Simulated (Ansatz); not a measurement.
# Si₃N₄ under strain: ¹⁴N nuclear quadrupole resonance

Cell: a structure deposited in the COD, relaxed with PBE at fixed cell and then changed (z compressed by 3 %, ions relaxed).

```
CELL_PARAMETERS angstrom
-3.23735 3.23735 3.14023
3.23735 -3.23735 3.14023
3.23735 3.23735 -3.14023
ATOMIC_POSITIONS crystal
Si 0.25000 0.12365 0.87365
Si 0.87635 0.25000 0.12635
Si 0.75000 0.37635 0.62635
Si 0.62365 0.75000 0.37365
Si 0.12500 0.87500 0.25000
Si 0.37500 0.62500 0.75000
N 0.55948 0.55764 0.56031
N 0.44236 0.50266 0.00183
N 0.49734 0.99917 0.93969
N 0.00083 0.44052 0.49817
N 0.94052 0.50083 0.99817
N 0.05764 0.05948 0.06031
N 0.00266 0.94236 0.50183
N 0.49917 0.99734 0.43969
```

Atoms are numbered from 1 in the order listed; like atoms form one site, named after its first atom.

All values are calculated (Ansatz; DFT, PBE, plane waves and PAW, scalar-relativistic, 420 eV cutoff, Γ-centred 6×6×6 k-points, Fermi–Dirac smearing 0.02 eV), not measured.

¹⁴N: I = 1, Q = 20.44 mb (year-2017 value). Static lattice, zero field.

(1) The simulated lines lie at 0.108, 1.99, 2.10 MHz. What are |C_Q|, η and |V_zz| at N?

## Answers

(1) For I = 1 the lines are ν± = (3/4)|C_Q|(1 ± η/3) and ν₀ = |C_Q|η/2. Here |C_Q| = 2.72 MHz, η = 0.08 and |V_zz| = 5.51 × 10²¹ V/m². The calculation gives V_zz negative; the lines don't show the sign. The site has 3 Si at 1.74 Å.

At N V_zz stands upright on the plane through its three neighbours (within 1°).

At this changed cell the PBE pressure is 10 GPa.

The relaxation (4 steps) took 15 s of wall time (57 s of CPU time) and 0.57 GiB at its peak, on 4 threads of Arm Neoverse V1 (aarch64; 8 cores open to the job, memory cap 8.0 GiB, no GPU), a shared host with a load of 0.5 a core.
